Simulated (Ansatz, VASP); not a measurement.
## One calculation of ZnS, two programs

```
Zn S
1.0
     0.00000    2.49498    2.49498
     2.49498    0.00000    2.49498
     2.49498    2.49498    0.00000
Zn S
1 1
Direct
  0.00000 0.00000 0.00000
  0.25000 0.25000 0.25000
```

Alike in both runs: functional r2SCAN; k mesh 8 × 8 × 8; occupations gaussian, width 0.02 eV; no spin polarisation.

Ansatz relaxed the structure, and its values are those at the end. VASP's run is a single point on that final structure, the one shown.

```csv
,VASP,Ansatz
version,VASP 6.6.1,Ansatz 0.2.0
potentials or method,"VASP PAW PBE potentials, release 64 (Zn, S)","scalar-relativistic, plane waves, PAW"
plane-wave cutoff (eV),520,500
valence electrons in the cell,18,18
```

Ansatz gave:

* gap on the k mesh at the Fermi level (eV): 3.08
* least direct gap on the mesh (eV): 3.82

**Question.** Which values does VASP return?

**Answer.** gap on the k mesh at the Fermi level (eV): 3.08; least direct gap on the mesh (eV): 3.86.

The functional is the same, so the differences come from potentials, cutoffs and numerics.

 A k mesh can miss the band edges. r2SCAN opens gaps a little over a GGA but as a rule still falls short of measured ones.
